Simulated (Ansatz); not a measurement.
## TiCo3: how the plane-wave cutoff moves the results

Computed with Ansatz 0.2.0, DFT r2SCAN, scalar-relativistic, plane waves, PAW.

```
Ti Co
1.0
     3.65911    0.07543   -0.00529
     0.07543    3.64565   -0.00241
    -0.00529   -0.00241    3.59967
Ti Co
1 3
Direct
  0.00760 0.97624 0.98078
  0.02986 0.49171 0.50333
  0.49017 0.02683 0.55252
  0.48901 0.56010 0.04953
```

- Γ-centred k-mesh: 8×8×8
- occupation rule: Gaussian smearing, 0.1 eV
- list of starting moments (μB, in atom order): -0.74 1.48 1.48 1.48
- check for lower electronic states after the SCF: asked for but not made
- valence charge of the PAW sets: Ti 12, Co 17

The atoms stay fixed while the plane-wave cutoff is varied. ΔE is the energy extrapolated to zero smearing, less that of the reference run (500 eV). The cell was strained and its atoms displaced at random, so that forces don't vanish. Pressure is positive in compression and holds a correction for the finite cutoff (Pulay stress).

Times are rough; the reference took 6.1 min on 1 thread of Oxide Virtual Turin-like Processor (Zen 5), with other jobs on the host, peak memory 1.2 GiB.

(1) Tried: 200, 250, 300, 350, 500 eV. From which plane-wave cutoff on does the energy per atom stay within 100, 10 and 1 meV of the reference?

The check for lower electronic states wasn't made in the runs 200, 250, 300, 350, 500.

Results:

(1) 350 for 100 meV, none but the reference for 10 meV, none but the reference for 1 meV. The reference itself isn't shown to be converged.

| cutoff (eV) | ΔE (meV/atom) | P (GPa) | largest change of a force component (eV/Å) | cell moment (μB) | plane waves at Γ | wall time (s) |
| --- | --- | --- | --- | --- | --- | --- |
| 200 | 17924 | -25.69 | 3.343 | 2.55 | 311 | 240 |
| 250 | 3349 | 9.75 | 0.486 | 2.83 | 449 | 250 |
| 300 | 443 | -1.30 | 0.193 | 2.88 | 563 | 280 |
| 350 | 37.4 | -1.35 | 0.012 | 2.89 | 741 | 280 |
| 500 | 0.00 | -1.30 | 0.000 | 2.89 | 1221 | 360 |

7 further runs of this set didn't finish or converge.